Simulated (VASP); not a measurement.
Here is a VASP 6.6.1 calculation.

The input POSCAR:

```
Ge
1.0
    0.0000000000      2.8289100000      2.8289100000
    2.8289100000      0.0000000000      2.8289100000
    2.8289100000      2.8289100000      0.0000000000
Ge
2
Direct
    0.7500000000      0.7500000000      0.7500000000
    0.5000000000      0.5000000000      0.5000000000
```

File INCAR.step1:

```
ALGO = Fast
EDIFF = 1E-8
EDIFFG = -0.002
ENCUT = 600
GGA = PS
IBRION = 2
ISIF = 3
ISMEAR = -1
LASPH = True
LCHARG = False
LREAL = False
LWAVE = False
NELM = 60
NSW = 40
PREC = Accurate
SIGMA = 0.05
```

INCAR.step2

```
ALGO = Fast
EDIFF = 1E-8
ENCUT = 600
GGA = PS
IBRION = 6
ISIF = 3
ISMEAR = -1
LASPH = True
LCHARG = False
LREAL = False
LWAVE = False
NELM = 60
NFREE = 2
NSW = 1
POTIM = 0.015
PREC = Accurate
SIGMA = 0.05
```

KPOINTS

```
k-points
0
Gamma
  6 6 6
```

Potentials or basis: VASP PAW PBE potentials, release 64 (Ge_d).

Command:

```console
$ cat potpaw_PBE.64/Ge_d/POTCAR > POTCAR
$ cp INCAR.step1 INCAR
$ mpirun -np 1 vasp_std > vasp.out
$ cp CONTCAR POSCAR
$ cp INCAR.step2 INCAR
$ mpirun -np 1 vasp_std > vasp.out
```

(1) Predict the elastic constants C11, C12, C44.

(2) What does it give for the Voigt bulk modulus?

(3) Predict the space group after relaxing (to 0.05 Å).

(4) What does it give for the relaxed volume?

Results:

(1) 107, 42, 44 GPa.

(2) 64 GPa.

(3) Fd-3m (No. 227).

(4) 22.88 Å³/atom.

Caveat: the PAW data sets were made with another functional, which shifts forces and pressure a little.
